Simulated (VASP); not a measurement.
A run of VASP 6.6.1 is set up as follows.

Contents of INCAR:

```
SYSTEM = La
PREC = Accurate
ENCUT = 520
EDIFF = 1E-8
ISMEAR = -1
SIGMA = 0.03
LREAL = .FALSE.
LASPH = .TRUE.
NELM = 80
ALGO = Normal
ISIF = 2
LWAVE = .FALSE.
LCHARG = .FALSE.
LEFG = .TRUE.
NBANDS = 12
```

KPOINTS

```
Automatic mesh
0
G
  11 11 11
  0 0 0
```

The input POSCAR:

```
La
1.0
   -2.1517794217      2.1517794217      2.1517794217
    2.1517794217     -2.1517794217      2.1517794217
    2.1517794217      2.1517794217     -2.1517794217
La
1
Direct
    0.0000000000      0.0000000000      0.0000000000
```

Potentials or basis: VASP PAW LDA potentials, release 64 (La).

Launch:

```sh
$ cat potpaw_LDA.64/La/POTCAR > POTCAR
$ mpirun -np 1 vasp_std > vasp.out
```

Q: Estimate the band gap on the k mesh.

A: None (metal or under the smearing width).

Q: Predict the pressure.

A: -4.3 GPa.

Electric field gradients, principal values (V/Å²):
```csv
atom,Vxx,Vyy,Vzz
1 La,0.000,0.000,-0.001
```

The run has no spin-orbit coupling, so splittings on La are missing.
